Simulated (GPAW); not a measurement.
Input of a GPAW 26.7.0 run:

run.py

```python
from ase.dft.bandgap import bandgap
from ase.io import read, write
from ase.units import GPa
from gpaw import GPAW, PW, setup_paths

setup_paths.insert(0, '.')

atoms = read('POSCAR')
atoms.set_initial_magnetic_moments([0.5, 0.0])

calc = GPAW(mode=PW(800),
            xc='PBEsol',
            kpts={'size': (7, 7, 7), 'gamma': True},
            occupations={'name': 'methfessel-paxton', 'order': 0, 'width': 0.05},
            setups={'Ta': ':d,4.0'},
            nbands=19,
            convergence={'density': 1e-05, 'energy': 1e-05},
            maxiter=150,
            txt='gpaw.txt')
atoms.calc = calc
energy = atoms.get_potential_energy()
forces = atoms.get_forces()
stress = atoms.get_stress()
calc.write('gs.gpw')
write('result.traj', atoms)
print(f'Energy: {energy:.6f} eV')
print('Forces (eV/A):')
print(forces.round(4))
print('Stress (GPa):', (stress / GPa).round(3))
print('Moments:', calc.get_magnetic_moments().round(3))
print('Fermi level:', round(calc.get_fermi_level(), 4), 'eV')
print(f'Gap: {bandgap(calc)[0]:.4f} eV, direct: {bandgap(calc, direct=True)[0]:.4f} eV')
```

The input POSCAR:

```
TaN
1.0
    0.0000000000      2.4911437700      2.4911437700
    2.4911437700      0.0000000000      2.4911437700
    2.4911437700      2.4911437700      0.0000000000
Ta N
1 1
Direct
    0.0000000000      0.0000000000      0.0000000000
    0.2500000000      0.2500000000      0.2500000000
```

Potentials or basis: PAW data sets generated in the run's folder for this functional, pw.

Command:

```sh
$ gpaw-setup -f PBEsol N Ta
$ OMP_NUM_THREADS=1 python run.py
```

**Question.** Estimate the pressure.

**Answer.** -25.2 GPa.

**Question.** Estimate the site moments.

**Answer.** Ta +0.28; N -0.02 μB.

**Question.** Predict the net moment.

**Answer.** 0.30 μB per cell.

The run has no spin-orbit coupling, so splittings on Ta are missing. The state reached can hang on the start; a lower one may exist.
